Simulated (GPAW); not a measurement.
# InP (F-43m) in GPAW: a series of runs, part 2 of 2

GPAW 26.7.0. Earlier steps stand in the parts before.

### 3 Born charges, PBEsol+D4

run.py

```python
import json
import numpy as np
import spglib
from ase import Atoms
from ase.calculators.mixing import SumCalculator
from ase.constraints import FixSymmetry
from ase.io import read, write
from ase.optimize import BFGS
from dftd4.ase import DFTD4
from phonopy import Phonopy
from phonopy.structure.atoms import PhonopyAtoms
from gpaw import GPAW, PW, setup_paths
from gpaw.berryphase import polarization_phase

setup_paths.insert(0, '.')

atoms = read('InP.cif')
cell, positions, numbers = spglib.find_primitive(
    (atoms.cell[:], atoms.get_scaled_positions(), atoms.numbers), symprec=1e-4)
atoms = Atoms(numbers, cell=cell, scaled_positions=positions, pbc=True)

calc = GPAW(mode=PW(510),
            xc='PBEsol',
            kpts={'size': (5, 5, 5), 'gamma': True},
            occupations={'name': 'fermi-dirac', 'width': 0.01},
            nbands=18,
            convergence={'density': 1e-06, 'eigenstates': 1e-09},
            maxiter=150,
            txt='gpaw.txt')
atoms.calc = SumCalculator([calc, DFTD4(method='pbesol')])
atoms.set_constraint(FixSymmetry(atoms))
BFGS(atoms, trajectory='relax.traj', logfile='-').run(fmax=0.005, steps=40)
atoms.set_constraint()
energy = atoms.get_potential_energy()
forces = atoms.get_forces()
stress = atoms.get_stress()
calc.write('gs.gpw')
write('result.traj', atoms)
print('Cell:', atoms.cell.cellpar().round(4))
print(atoms.get_scaled_positions().round(5))

n = len(atoms)
unit = PhonopyAtoms(symbols=atoms.get_chemical_symbols(), cell=atoms.cell[:], scaled_positions=atoms.get_scaled_positions())
ph = Phonopy(unit, supercell_matrix=np.eye(3, dtype=int), primitive_matrix=np.eye(3), symprec=1e-4)
ph.generate_displacements(distance=0.02, is_plusminus=True)
forces, phases = [], []
for i, move in enumerate(ph.dataset['first_atoms']):
    b = atoms.copy()
    b.positions[move['number']] += move['displacement']
    c = GPAW(mode=PW(510),
             xc='PBEsol',
             kpts={'size': (5, 5, 5), 'gamma': True},
             occupations={'name': 'fermi-dirac', 'width': 0.01},
             nbands=18,
             convergence={'density': 1e-06, 'eigenstates': 1e-09},
             maxiter=150,
             symmetry='off',
             txt=f'disp-{i:02d}.txt')
    b.calc = SumCalculator([c, DFTD4(method='pbesol')])
    f = b.get_forces()
    forces.append(f - f.mean(axis=0))
    c.write('disp.gpw', 'all')
    phases.append(polarization_phase(gpw_wfs='disp.gpw')['phase_c'])
    print(move['number'], np.round(move['displacement'], 4), 'phases', phases[-1].round(5), flush=True)

# each pair of opposite moves, with its images under the space group
ops, cell, spos = ph.symmetry.symmetry_operations, atoms.cell[:].T, atoms.get_scaled_positions()
moves, dipoles = [[] for a in atoms], [[] for a in atoms]
for move, up, down in zip(ph.dataset['first_atoms'][::2], phases[::2], phases[1::2]):
    dphi = (up - down + np.pi) % (2 * np.pi) - np.pi
    dp = dphi @ atoms.cell[:] / (2 * np.pi)  # e A
    for w, t in zip(ops['rotations'], ops['translations']):
        x = w @ spos[move['number']] + t - spos
        b = np.linalg.norm(x - x.round(), axis=1).argmin()
        R = cell @ w @ np.linalg.inv(cell)
        moves[b].append(R @ move['displacement'] * 2)
        dipoles[b].append(R @ dp)
Z = np.array([np.linalg.lstsq(np.array(u), np.array(p), rcond=None)[0].T for u, p in zip(moves, dipoles)])  # Z[a, i, j] = dp_i / du_j
ph.forces = forces
ph.produce_force_constants()
ph.symmetrize_force_constants()
H = ph.force_constants.transpose(0, 2, 1, 3).reshape((3 * n, 3 * n))
rule = Z.sum(axis=0)
print('Sum of the charges:')
print(rule.round(4))
Z -= rule / n
for a in atoms:
    print(a.symbol)
    print(Z[a.index].round(3))
w = np.repeat(atoms.get_masses()**-0.5, 3)
omega2, modes = np.linalg.eigh(H * w * w[:, None])
nu = np.sign(omega2) * abs(omega2)**0.5 * 521.4709  # cm^-1
dipoles = np.einsum('aij,ajm->mi', Z, (modes * w[:, None]).reshape((n, 3, -1)))  # e / amu^0.5
optical = np.argsort(abs(omega2))[3:]
eps_ion = sum(np.outer(dipoles[m], dipoles[m]) / omega2[m] for m in optical) * 4 * np.pi * 14.399645 / atoms.get_volume()
for m in range(3 * n):
    print(f'{nu[m]:9.2f} cm^-1  IR {(dipoles[m]**2).sum():8.4f} e^2/amu')
print('Lattice part of the dielectric tensor:')
print(eps_ion.round(3))
json.dump({'Z': Z.tolist(), 'rule': rule.tolist(), 'nu': nu.tolist(), 'ir': (dipoles**2).sum(1).tolist(), 'eps_ion': eps_ion.tolist()},
          open('born.json', 'w'))
```

InP.cif

```cif
data_InP
_cell_length_a 5.86100000
_cell_length_b 5.86100000
_cell_length_c 5.86100000
_cell_angle_alpha 90.00000000
_cell_angle_beta 90.00000000
_cell_angle_gamma 90.00000000
_space_group_name_H-M_alt 'F-43m'
_space_group_name_Hall 'F -4 2 3'
_space_group_IT_number 216
loop_
_space_group_symop_operation_xyz
'x,y,z'
'y,-x,-z'
'-x,-y,z'
'-y,x,-z'
'x,-y,-z'
'y,x,z'
'-x,y,-z'
'-y,-x,z'
'z,x,y'
'-z,y,-x'
'z,-x,-y'
'-z,-y,x'
'-z,x,-y'
'z,y,x'
'-z,-x,y'
'z,-y,-x'
'y,z,x'
'-x,-z,y'
'-y,z,-x'
'x,-z,-y'
'-y,-z,x'
'x,z,y'
'y,-z,-x'
'-x,z,-y'
'x,y+1/2,z+1/2'
'y,-x+1/2,-z+1/2'
'-x,-y+1/2,z+1/2'
'-y,x+1/2,-z+1/2'
'x,-y+1/2,-z+1/2'
'y,x+1/2,z+1/2'
'-x,y+1/2,-z+1/2'
'-y,-x+1/2,z+1/2'
'z,x+1/2,y+1/2'
'-z,y+1/2,-x+1/2'
'z,-x+1/2,-y+1/2'
'-z,-y+1/2,x+1/2'
'-z,x+1/2,-y+1/2'
'z,y+1/2,x+1/2'
'-z,-x+1/2,y+1/2'
'z,-y+1/2,-x+1/2'
'y,z+1/2,x+1/2'
'-x,-z+1/2,y+1/2'
'-y,z+1/2,-x+1/2'
'x,-z+1/2,-y+1/2'
'-y,-z+1/2,x+1/2'
'x,z+1/2,y+1/2'
'y,-z+1/2,-x+1/2'
'-x,z+1/2,-y+1/2'
'x+1/2,y,z+1/2'
'y+1/2,-x,-z+1/2'
'-x+1/2,-y,z+1/2'
'-y+1/2,x,-z+1/2'
'x+1/2,-y,-z+1/2'
'y+1/2,x,z+1/2'
'-x+1/2,y,-z+1/2'
'-y+1/2,-x,z+1/2'
'z+1/2,x,y+1/2'
'-z+1/2,y,-x+1/2'
'z+1/2,-x,-y+1/2'
'-z+1/2,-y,x+1/2'
'-z+1/2,x,-y+1/2'
'z+1/2,y,x+1/2'
'-z+1/2,-x,y+1/2'
'z+1/2,-y,-x+1/2'
'y+1/2,z,x+1/2'
'-x+1/2,-z,y+1/2'
'-y+1/2,z,-x+1/2'
'x+1/2,-z,-y+1/2'
'-y+1/2,-z,x+1/2'
'x+1/2,z,y+1/2'
'y+1/2,-z,-x+1/2'
'-x+1/2,z,-y+1/2'
'x+1/2,y+1/2,z'
'y+1/2,-x+1/2,-z'
'-x+1/2,-y+1/2,z'
'-y+1/2,x+1/2,-z'
'x+1/2,-y+1/2,-z'
'y+1/2,x+1/2,z'
'-x+1/2,y+1/2,-z'
'-y+1/2,-x+1/2,z'
'z+1/2,x+1/2,y'
'-z+1/2,y+1/2,-x'
'z+1/2,-x+1/2,-y'
'-z+1/2,-y+1/2,x'
'-z+1/2,x+1/2,-y'
'z+1/2,y+1/2,x'
'-z+1/2,-x+1/2,y'
'z+1/2,-y+1/2,-x'
'y+1/2,z+1/2,x'
'-x+1/2,-z+1/2,y'
'-y+1/2,z+1/2,-x'
'x+1/2,-z+1/2,-y'
'-y+1/2,-z+1/2,x'
'x+1/2,z+1/2,y'
'y+1/2,-z+1/2,-x'
'-x+1/2,z+1/2,-y'
loop_
_atom_site_label
_atom_site_type_symbol
_atom_site_symmetry_multiplicity
_atom_site_Wyckoff_symbol
_atom_site_fract_x
_atom_site_fract_y
_atom_site_fract_z
_atom_site_occupancy
In1 In 4 a 0.0000000000 0.0000000000 0.0000000000 1
P1 P 4 c 0.2500000000 0.2500000000 0.2500000000 1
```

Potentials or basis: PAW data sets generated in the run's folder for this functional, pw.

The run is started by

```bash
$ gpaw-setup -f PBEsol In P
$ OMP_NUM_THREADS=1 python run.py
```

gpaw.txt:

```text
__  _  _
 | _ |_)|_||  |
 |__||  | ||/\| - 26.7.0

Input parameters:
  mode=PW(ecut=510.0),
  convergence={'density': 1e-06, 'eigenstates': 1e-09},
  kpts=MonkhorstPack(size=(5, 5, 5), gamma=True),
  maxiter=150,
  nbands=18,
  occupations=Occupations(name='fermi-dirac', width=0.01),
  xc=XC(name='PBEsol')

Diagonalizing LCAO Hamiltonian
Converting LCAO to pw mode

           P

       In

Atoms  # Å, Bohr magnetons
|   | symbol |        x |        y |        z |    initial magnetic moments |
|---|--------|----------|----------|----------|-----------------------------|
| 0 |     In | 0.000000 | 0.000000 | 0.000000 | ( 0.0000,  0.0000,  0.0000) |
| 1 |      P | 1.465250 | 1.465250 | 1.465250 | ( 0.0000,  0.0000,  0.0000) |

Unit cell  # Å
| periodic |        x |        y |        z |  lengths |    angles |
|----------|----------|----------|----------|----------|-----------|
|      yes | 0.000000 | 2.930500 | 2.930500 | 4.144353 | 60.000000 |
|      yes | 2.930500 | 0.000000 | 2.930500 | 4.144353 | 60.000000 |
|      yes | 2.930500 | 2.930500 | 0.000000 | 4.144353 | 60.000000 |

Number of symmetries: 24
Symmetry operations  # r_c * U_cc + t_c -> r_c
|    | kind |            matrix            |
|----|------|------------------------------|
|  0 |  E   |  1, 0, 0,  0, 1, 0,  0, 0, 1 |
|  1 |  σ   |  1, 0, 0,  0, 0, 1,  0, 1, 0 |
|  2 |  σ   |  1, 0,-1,  0, 1,-1,  0, 0,-1 |
|  3 |  C3  |  1, 0,-1,  0, 0,-1,  0, 1,-1 |
|  4 |  C3  |  1,-1, 0,  0,-1, 1,  0,-1, 0 |
[... 144 lines left out ...]
- Maximum integral of absolute [dens]ity change: 1e-06 electrons / valence electron
- Maximum integral of absolute [eigenst]ate change: 1e-09 eV^2 / valence electron
- Maximum [total energy] change in last 3 cyles: 0.0005 eV / valence electron
maximum number of iterations: 150

SCF iterations
|iter     | |      energy | eigst |  dens |
|---------|-|-------------|-------|-------|
|iter:   1| |   -9.695571 | -0.34 |       |
|iter:   2| |   -9.621596 | -2.26 | -1.13 |
|iter:   3| |   -9.335542 | -1.82 | -1.17 |
|iter:   4| |   -9.332405 | -3.29 | -1.76 |
|iter:   5| |   -9.332073c| -4.08 | -2.29 |
|iter:   6| |   -9.332098c| -5.48 | -3.08 |
|iter:   7| |   -9.332101c| -6.48 | -3.60 |
|iter:   8| |   -9.332101c| -8.29 | -4.61 |
|iter:   9| |   -9.332101c| -9.36c| -5.40 |
|iter:  10| |   -9.332101c| -9.80c| -5.99 |
|iter:  11| |   -9.332101c|-10.59c| -6.66c|

Converged in 11 steps
Energy contributions relative to reference atoms: (reference = -169189.500966)

Energy contributions:
  Kinetic:          20.291106
  Coulomb:         -18.675445
  Zero:              0.141088
  External:          0.000000
  Xc:              -11.088850
  Entropy:          -0.000000
  Spinorbit:         0.000000
  ----------------------------
  Free energy:      -9.332101
  Extrapolated:     -9.332101

dipole moment: (-22.534870, -22.534870, -22.534870)  # |e|*Ang

Fermi level: 5.045
Eigenvalues  # (at kpt = [0.000, 0.000, 0.000])
| band index |      eig [eV] | occ [0-2] |
|------------|---------------|-----------|
|          0 |        -9.257 |     2.000 |
|          1 |        -9.257 |     2.000 |
|          2 |        -9.257 |     2.000 |
|          3 |        -9.101 |     2.000 |
|          4 |        -9.101 |     2.000 |
|          5 |        -6.717 |     2.000 |
[... 10 lines left out ...]
|         16 |        15.881 |     0.000 |
|         17 |        15.881 |     0.000 |

Gap: 0.604 eV
Transition (v -> c):
  (s=0, k=0, n=8, [0.00, 0.00, 0.00]) -> (s=0, k=0, n=9, [0.00, 0.00, 0.00])
No difference between direct/indirect transitions

Forces  # eV/Ang
|       x |        y |        z |
|---------|----------|----------|
| 0.00000 |  0.00000 | -0.00000 |  # In   0
| 0.00000 | -0.00000 | -0.00000 |  # P    1

Stress tensor  # eV/Ang^3
|         x |         y |         z |
|-----------|-----------|-----------|
| -0.000329 | -0.000000 | -0.000000 |
| -0.000000 | -0.000329 |  0.000000 |
| -0.000000 |  0.000000 | -0.000329 |

# Writing to gs.gpw (mode='')
```

Run time: 5 min. Hardware: 1 thread of Arm Neoverse V1, shared host; peak memory 0.53 GiB.

What came out:

```
Free energy                                             : -9.7283 eV
Pressure after relaxing                                 : -1.1 GPa
Band gap on the k mesh                                  : 0.60 eV, direct
Born charges (mean of the diagonal)                     : In +2.51; P -2.51 e
Highest phonon frequency at Γ, LO-TO splitting left out : 301 cm⁻¹
Dispersion energy per atom                              : -0.198 eV
```

Final structure:
```yaml
crystal:
  lattice:
    - [0.00000, 2.93050, 2.93050]
    - [2.93050, 0.00000, 2.93050]
    - [2.93050, 2.93050, 0.00000]
  atoms:
    - { symbol: In, position: [0.00000, 0.00000, 0.00000] }
    - { symbol: P, position: [0.25000, 0.25000, 0.25000] }
```

Phonon frequencies in cm⁻¹ (negative: imaginary):
| q point | frequencies |
| --- | --- |
| (0.000, 0.000, 0.000) | 0 0 0 301 301 301 |

Born effective charge tensors (e):
atom 1, In
```
2.51 0.00 0.00
0.00 2.51 0.00
0.00 0.00 2.51
```
atom 2, P
```
-2.51  0.00  0.00
 0.00 -2.51  0.00
 0.00  0.00 -2.51
```

Caveat: the k mesh is coarse; the cutoff is short for stress and forces, so pressures can be off by a GPa or more; the LO-TO splitting is left out; spin-orbit coupling is left out, which moves the levels of the heavy elements.

### 4 Against experiment

Step 2. A measured bulk modulus of InP is 71 GPa (a printed reference work, data compilation); the calculated 72 GPa misses it by +1.4 %. The fit is for a static lattice scaled at fixed shape and fixed fractional positions.

Step 3. A measured gap of InP is 1.4236 eV (direct; 1.6 K; a printed reference work, data compilation); the calculated 0.60 eV misses it by -0.82 eV. Spin-orbit coupling on In is left out. The value is that of PBEsol+D4, without temperature or zero-point motion. Semilocal functionals fall short of measured gaps as a rule.
